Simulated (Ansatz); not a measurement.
# Ga$_{2}$O$_{3}$: an elastic constant from a strain scan

The calculation used DFT r2SCAN, scalar-relativistic, plane waves, PAW in Ansatz. Settings: plane waves to 500 eV, k-mesh 8×8×4 (Γ-centred), Gaussian smearing 0.05 eV. No spin polarisation. Energies are free energies at this smearing, counted from the undisturbed cell; pressure is positive in compression.

The undisturbed cell (relaxed at this level):

```
Ga O
1.0
     6.12784   -1.51953    0.00253
     6.12784    1.51953    0.00253
    -1.38839    0.00000    5.63998
Ga O
4 6
Direct
  0.09052 0.09052 0.79479
  0.90948 0.90948 0.20521
  0.65873 0.65873 0.31448
  0.34127 0.34127 0.68552
  0.16421 0.16421 0.10916
  0.83579 0.83579 0.89084
  0.17334 0.17334 0.56352
  0.82666 0.82666 0.43648
  0.49629 0.49629 0.25624
  0.50371 0.50371 0.74376
```

The cell is strained by ε times the Voigt pattern (1, 1, 0, 0, 0, 0) (xx, yy, zz, yz, xz, xy; engineering shear) with fractional coordinates fixed. The cell holds 10 atoms in V0 = 105.04 Å³. The stress column is τ = (1/V0) dE/dε, got from the stress tensor σ (compression positive) at each point as −det(1 + εP) σ : P(1 + εP)⁻¹, with P the pattern as a tensor.

```csv
ε,ΔE (meV/atom),τ (GPa)
-0.0400,63.755,-51.413
-0.0300,34.852,-36.953
-0.0200,15.054,-23.613
-0.0100,3.661,-11.319
0.0000,0.000,0.003
0.0100,3.465,10.415
0.0200,13.475,19.982
0.0300,29.493,28.761
0.0350,39.602,32.870
0.0400,?,?
```

Q: Which combination of elastic constants does this scan measure, and how large is it?

A: For small ε, τ = τ0 + Kε with K = pᵀCp, which for this pattern is C11 + C22 + 2 C12 in the Cartesian frame shown. The parabola through τ at ε = -0.0100, 0 and 0.0100 has slope K = 1087 GPa at zero. The energies per cell, E = NΔE, of the same two points give K = 2[E(ε₊)/ε₊ − E(ε₋)/ε₋]/[(ε₊ − ε₋)V0] = 1087 GPa, in agreement. These are clamped-ion values.

Q: Predict the withheld row at ε = 0.0400 from the harmonic law, and compare.

A: ΔE = V0(τ0 ε + Kε²/2)/N = 57.005 meV/atom and τ = 43.47 GPa. The calculation gives 51.027 meV/atom and 36.80 GPa: the energy lies 10 % below the harmonic value, as bonds soften when stretched.

Forces appear on the atoms along this scan, and letting them relax would lower the energy and soften the response.